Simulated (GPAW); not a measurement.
**C: phonons with optB88-vdW**

C:

```
C
1.0
     0.00000    1.78337    1.78337
     1.78337    0.00000    1.78337
     1.78337    1.78337    0.00000
C
2
Cartesian
  2.6751 2.6751 2.6751
  1.7834 1.7834 1.7834
```

This isn't the form of C at room conditions, which is graphite.

```
Program                        : GPAW 26.7.0
Task                           : phonons
Functional                     : optB88-vdW
Potentials or basis            : GPAW PAW data sets (gpaw-data 1.2.1)
Basis                          : fd
Grid spacing                   : 0.16 Å
k mesh                         : 13 × 13 × 13
Occupations                    : fermi-dirac, width 0.05 eV
Spin                           : no spin polarisation
Maxiter                        : 150
older calculator (legacy_gpaw) : yes
convergence                    : tight_forces
Supercell                      : 1 × 1 × 1
Supercell k mesh               : 13 × 13 × 13
Displacement                   : 0.01
Relaxed first                  : ions
```

```yaml
Band_gap_on_the_k_mesh: 4.33 eV, indirect (least direct gap 5.66 eV)
Highest_phonon_frequency_at_Γ: 1337 cm⁻¹
```

Final structure:
```
CELL_PARAMETERS angstrom
0.00000 1.78337 1.78337
1.78337 0.00000 1.78337
1.78337 1.78337 0.00000
ATOMIC_POSITIONS crystal
C 0.75000 0.75000 0.75000
C 0.50000 0.50000 0.50000
```

Levels at points of the mesh, in eV from the valence-band top:
| k point | band 2 | band 3 | band 4 | band 5 | band 6 | band 7 |
| --- | --- | --- | --- | --- | --- | --- |
| (0.00, 0.00, 0.00) | -0.02 | -0.02 | 0.00 | 5.66 | 5.66 | 5.68 |

Phonon frequencies in cm⁻¹ (negative: imaginary):
```
              q point           frequencies
(0.000, 0.000, 0.000)  0 0 0 1337 1337 1337
```

Run time: 110 s on 1 thread of Arm Neoverse V2, with other jobs on the host, peak memory 0.36 GiB.

Caveat: an odd mesh through Γ misses points on the zone boundary, where band edges often lie.
